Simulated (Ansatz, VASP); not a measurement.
**Two plane-wave programs on Cu**

The input INCAR:

```
PREC     = Accurate       # precision mode
ENCUT    = 520            # plane-wave cutoff, eV
EDIFF    = 1E-7           # SCF threshold, eV
ISMEAR   = 0              # smearing method
SIGMA    = 0.15           # smearing width, eV
LREAL    = False          # projectors in reciprocal space
LASPH    = True           # aspherical terms in the spheres
NELM     = 100            # most SCF steps
ALGO     = Fast           # electronic algorithm
ISIF     = 2              # what is computed and relaxed
LWAVE    = False          # write WAVECAR
LCHARG   = False          # write CHGCAR
GGA      = PS             # functional
NBANDS   = 12             # bands
```

The input KPOINTS:

```
Automatic mesh
0
Gamma
  24 24 24
```

The input POSCAR:

```
Cu
1.0
   -1.4427933200      1.4427933200      1.3760814500
    1.4427933200     -1.4427933200      1.3760814500
    1.4427933200      1.4427933200     -1.3760814500
Cu
1
Direct
    0.0000000000      0.0000000000      0.0000000000
```

Input for Ansatz:

```yaml
crystal:
  lattice:
    - [-1.44279332, 1.44279332, 1.37608145]
    - [1.44279332, -1.44279332, 1.37608145]
    - [1.44279332, 1.44279332, -1.37608145]
  atoms:
    - { symbol: Cu, position: [0.0, 0.0, 0.0] }
basis:
  ecutwfc: 420
kpoints:
  mp_grid: { grid: [24, 24, 24] }
hamiltonian:
  xc: pbesol
scf:
  occupations: { method: gaussian, width: 0.15 }
output:
  forces: true
  stress: true
  eigenvalues: true
```

This isn't the form of Cu at room conditions, which is fcc.

Alike in both runs: task single point; functional PBEsol; k mesh 24 × 24 × 24; occupations gaussian, width 0.15 eV; no spin polarisation.

```csv
,VASP,Ansatz
version,VASP 6.6.1,Ansatz 0.2.0
potentials or method,"VASP PAW PBE potentials, release 64 (Cu)","scalar-relativistic, plane waves, PAW"
plane-wave cutoff (eV),520,420
valence electrons in the cell,11,19
```

|  | VASP | Ansatz | Ansatz less VASP |
| --- | --- | --- | --- |
| gap on the k mesh at the Fermi level (eV) | none | none | - |
| pressure (GPa) | -0.3 | -1.4 | -1.10 |
| largest component of the traceless stress (GPa) | 0.09 | 0.09 | -0.008 |

A gap of «none» marks a metal or a gap that the smearing closes. The two sets of potentials don't hold the same shells in valence.

Caveats: the PAW data sets were made with another functional, which shifts forces and pressure a little (VASP).
